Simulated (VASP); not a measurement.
Here is a VASP 6.6.1 calculation.

The input POSCAR:

```
ZnO                                     
1.0
    3.2367619565      0.0000000000      0.0000000000
   -1.6183809782      2.8031180777      0.0000000000
    0.0000000000      0.0000000000      5.2238643743
  Zn              O             
     2     2
Direct
     0.3333333300000021    0.6666666699999979    0.4999835625462605
     0.6666666699999979    0.3333333300000021    0.9999835625462604
     0.6666666699999979    0.3333333300000021    0.3790264374537405
     0.3333333300000021    0.6666666699999979    0.8790264374537405
```

File INCAR.step1:

```
PREC = Accurate
ENCUT = 520
EDIFF = 1E-5
ISMEAR = 0
SIGMA = 0.03
LREAL = False
LASPH = True
NELM = 80
ALGO = Normal
ISIF = 2
LWAVE = True
LCHARG = False
NBANDS = 26
GGA = PE
```

File INCAR.step2:

```
PREC = Accurate
ENCUT = 520
EDIFF = 1E-6
ISMEAR = 0
SIGMA = 0.03
LREAL = False
LASPH = True
NELM = 80
ALGO = Normal
ISIF = 2
LWAVE = False
LCHARG = False
METAGGA = MBJ
NBANDS = 26
ISTART = 1
```

The input KPOINTS:

```
Automatic mesh
0
Gamma
  9 9 5
```

KPOINTS_OPT

```
explicit points
186
Reciprocal
 0.0000000000  0.0000000000  0.0000000000 1
 0.0263157895  0.0000000000  0.0000000000 1
 0.0526315789  0.0000000000  0.0000000000 1
 0.0789473684  0.0000000000  0.0000000000 1
 0.1052631579  0.0000000000  0.0000000000 1
 0.1315789474  0.0000000000  0.0000000000 1
[... 178 lines left out ...]
 0.5000000000  0.0000000000  0.5000000000 1
 0.5000000000  0.0000000000  0.0000000000 1
```

Potentials or basis: VASP PAW PBE potentials, release 64 (Zn, O).

Launch:

```bash
$ cat potpaw_PBE.64/Zn/POTCAR potpaw_PBE.64/O/POTCAR > POTCAR
$ cp INCAR.step1 INCAR
$ mpirun -np 1 vasp_std > vasp.out
$ cp INCAR.step2 INCAR
$ mpirun -np 1 vasp_std > vasp.out
```

(1) What does it give for the band gap along the path?

(2) Predict the band gap on the k mesh.

Results:

(1) 2.57 eV, direct.

(2) 2.57 eV, direct.

**Measured values to compare with.**

“Electronic structure of alkaline earth and post-transition metal oxides”, 2009, arxiv:0908.1581 quotes, for a bulk crystal of ZnO: band gap 3.37 eV.

Against the measured gap of ZnO, 3.37 eV (quoted in “Electronic structure of alkaline earth and post-transition metal oxides”, 2009, arxiv:0908.1581), the calculated 2.57 eV is off by -0.80 eV. The value is that of TB-mBJ, without temperature or zero-point motion.
